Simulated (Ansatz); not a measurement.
# TaN: a jump of N

How high is the barrier in TaN when interstitial N hops to an equivalent place? Supercell of 16 sites; relaxed ends, then a climbing-image band.

Program: Ansatz 0.2.0. Level of theory: DFT PBE, scalar-relativistic, plane waves, PAW. These are calculated values, not measurements.

3 further runs of the same task are left out: 3 set aside as unsound or not needed.

## 1. The structure to begin with

Symmetry: P6_3/mmc, No. 194, hexagonal system. The conventional cell has a = 2.917 Å, b = 2.917 Å, c = 5.915 Å, α = 90.00°, β = 90.00°, γ = 120.00°. Ta (site symmetry -3m) has 6 N at 2.24 Å as nearest neighbours. N (site symmetry -6m2) is surrounded by 6 Ta at 2.24 Å.

Structure file:

```
Ta N
1.0
     2.91710    0.00000    0.00000
    -1.45855    2.52628    0.00000
     0.00000    0.00000    5.91485
Ta N
2 2
Direct
  0.00000 0.00000 0.00000
  0.00000 0.00000 0.50000
  0.33333 0.66667 0.25000
  0.66667 0.33333 0.75000
```

It is the result of an earlier relaxation at this level (volume 10.90 Å³/atom; gap on the mesh: none (metal)).

## 2. Relaxing the first end

The supercell's rows are 0 -2 0; -2 0 0; 0 0 -1 in vectors of the relaxed cell. Atom 17 is the N that will move.

File input.yaml:

```yaml
crystal:
  lattice:
    - [2.9171012901, -5.0525676454, 0.0]
    - [-5.8342025803, 1.0e-10, 0.0]
    - [0.0, 0.0, -5.9148455068]
  atoms:
    - { symbol: Ta, position: [0.0, 0.0, 0.0] }
    - { symbol: Ta, position: [0.5, 0.0, 0.0] }
    - { symbol: Ta, position: [0.0, 0.5, 0.0] }
    - { symbol: Ta, position: [0.5, 0.5, 0.0] }
    - { symbol: Ta, position: [0.0, 0.0, 0.5] }
    - { symbol: Ta, position: [0.5, 0.0, 0.5] }
    - { symbol: Ta, position: [0.0, 0.5, 0.5] }
    - { symbol: Ta, position: [0.5, 0.5, 0.5] }
    - { symbol: "N", position: [0.1666666667, 0.3333333333, 0.75] }
    - { symbol: "N", position: [0.6666666667, 0.3333333333, 0.75] }
    - { symbol: "N", position: [0.1666666667, 0.8333333333, 0.75] }
    - { symbol: "N", position: [0.6666666667, 0.8333333333, 0.75] }
    - { symbol: "N", position: [0.3333333333, 0.1666666667, 0.25] }
    - { symbol: "N", position: [0.8333333333, 0.1666666667, 0.25] }
    - { symbol: "N", position: [0.3333333333, 0.6666666667, 0.25] }
    - { symbol: "N", position: [0.8333333333, 0.6666666667, 0.25] }
    - { symbol: "N", position: [0.6557525499, 0.8209774283, 0.3792111511] }
basis:
  ecutwfc: 420
  xc_grid: 2
kpoints:
  mp_grid: { grid: [5, 5, 4], shift: [0.0, 0.0, 0.5] }
hamiltonian:
  xc: pbe
scf:
  occupations: { method: gaussian, width: 0.1 }
output:
  forces: true
  stress: false
  eigenvalues: true
  write_density: true
  write_potential: true
  elf: true
  volumetric_format: npy
relax:
  adjacent_minimum: "off"
  f_tol: 0.02
  max_steps: 60
```

The run is started by

```console
ansatz run input.yaml --threads 4 --pin off --max-ram 10240MiB --backend cpu --events-out ev --progress --plain --runs-dir out
```

Further runs follow: nudged elastic band, a jump of 1.71 Å.

Before running it: what results should come out? Wanted: barrier forwards; barrier backwards; second end relative to first; highest image; neighbours of N at the start; at the top.

The runs gave:

| quantity | value |
| --- | --- |
| barrier forwards | 0.468 eV |
| barrier backwards | 0.468 eV |
| second end relative to first | 0.000 eV |
| highest image | 3 of 0 to 6, climbing |
| band iterations | 6 |
| neighbours of N at the start; at the top | 3 Ta at 1.86 Å, 3 N at 2.15 Å, 1 N at 2.36 Å; 3 N at 1.96 Å, 6 Ta at 2.23 Å |

**Reading.** Along this path the system climbs 0.47 eV from the first end (18 kT at 300 K); with a typical attempt rate of 10^13 per second that is roughly 10^5 events a second. Both ends agree in energy to 1 meV. The input switches the test of curvatures off, so the top was not shown to be a first-order saddle. The small cell leaves errors of about a tenth of an eV. The runs treat Ta without spin-orbit coupling. The final runs have no spin polarisation, so no magnetic state was tried and one may lie lower.
